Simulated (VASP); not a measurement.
ZrO2 (fluorite): the bulk modulus from VASP (plane waves, PAW) at several levels of theory. Static lattice, third-order Birch-Murnaghan fit over five volumes.

```
level         bulk modulus (GPa)
------------  ------------------
LDA                          269
PBE                          235
PBEsol                       254
PBE-D4                       241
rev-vdW-DF2                  245
SCAN                         258
r2SCAN                       256
r2SCAN+rVV10                 261
```

The cell of the LDA run:

```xyz
3
Lattice="0.0000 2.5167 2.5167 2.5167 0.0000 2.5167 2.5167 2.5167 0.0000" Properties=species:S:1:pos:R:3 pbc="T T T"
Zr     0.0000     0.0000     0.0000
O      1.2583     1.2583     1.2583
O      3.7750     3.7750     3.7750
```

Only levels that ran to the end are used. Left out are those held back, those with too coarse a band path, GW runs whose mesh misses a band edge, hybrids' fits of cells that aren't cubic and levels without matching references; a question may draw on a part of the rest.

The compound is ZrO2 in the fluorite structure, the high-temperature cubic form, which is unstable at 0 K; the monoclinic form is the stable one.
